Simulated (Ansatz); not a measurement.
# Rb under changes of volume

One of the cells (95.352 Å³/atom); the others are scaled copies at fixed shape and fractional positions:

```
Rb
1.0
    -2.95451    2.95451    2.73085
     2.95451   -2.95451    2.73085
     2.95451    2.95451   -2.73085
Rb
1
Direct
  0.00000 0.00000 0.00000
```

This isn't the form of Rb at room conditions, which is bcc.

| Property | Result |
| --- | --- |
| Program | Ansatz 0.2.0 |
| Functional | PBE |
| Dispersion | D3(BJ)-ATM |
| Potentials or basis | Ansatz PAW |
| Cutoff | 420 eV (not typed: the program's choice for these potentials) |
| k mesh | 7 × 7 × 7 |
| Occupations | fermi-dirac, width 0.05 eV |
| Spin | spin-orbit coupling, no magnetisation |

```tsv
volume (Å³/atom)	energy over the lowest point (meV/atom)	pressure (GPa)
89.631	0.00	-0.1
91.538	1.94	-0.2
93.445	4.49	-0.2
95.352	?	?
97.259	11.16	-0.3
99.166	15.19	-0.4
101.073	19.62	-0.4
```

Question: What does the run at 95.352 Å³/atom give?

Answer: Energy over the lowest point 7.58 meV/atom; pressure -0.3 GPa.

Worked out: A Birch-Murnaghan fit of order 3 (a polynomial in V^(-2/3)) to the other rows has no minimum within the range. It gives 7.58 meV/atom at 95.352 Å³/atom, against the run's 7.58, and -dE/dV = -0.3 GPa, against -0.3.

Energies are extrapolated to zero smearing.

Caveats: pairwise dispersion overbinds metals, which lowers pressure and volume.
